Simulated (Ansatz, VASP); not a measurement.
**BN in VASP and in Ansatz**

```xyz
2
Lattice="0.0000 3.4174 2.1178 1.2237 0.0000 2.1178 1.2237 3.4174 0.0000" Properties=species:S:1:pos:R:3 pbc="T T T"
B     1.2237    3.4174    0.0002
N     1.2237    3.4174    2.8237
```

Alike in both runs: task single point; functional r2SCAN; k mesh 12 × 12 × 12; occupations gaussian, width 0.02 eV; no spin polarisation.

|  | VASP | Ansatz |
| --- | --- | --- |
| version | VASP 6.6.1 | Ansatz 0.2.0 |
| potentials or method | VASP PAW PBE potentials, release 64 (B, N) | scalar-relativistic, plane waves, PAW |
| plane-wave cutoff (eV) | 520 | 500 |
| valence electrons in the cell | 8 | 8 |

|  | VASP | Ansatz | Ansatz less VASP |
| --- | --- | --- | --- |
| gap on the k mesh at the Fermi level (eV) | 4.39 | 4.36 | -0.031 |
| least direct gap on the mesh (eV) | 5.41 | 5.34 | -0.064 |
| pressure (GPa) | 17.8 | 17.4 | -0.42 |
| largest component of the traceless stress (GPa) | 17.79 | 17.07 | -0.720 |
| rms of the force components (eV/Å) | 0.007 | 0.007 | -0.0002 |

Atom by atom the forces differ by 0.000 eV/Å (rms over components). With one functional, cell and mesh, what is left measures potentials, basis and numerics.

Caveats: so large a pressure means that the cell lies far from this level's equilibrium, or that cutoff or potentials fall short (VASP); the potentials were made for another functional, which shifts forces and pressure (VASP). A k mesh can miss the band edges.
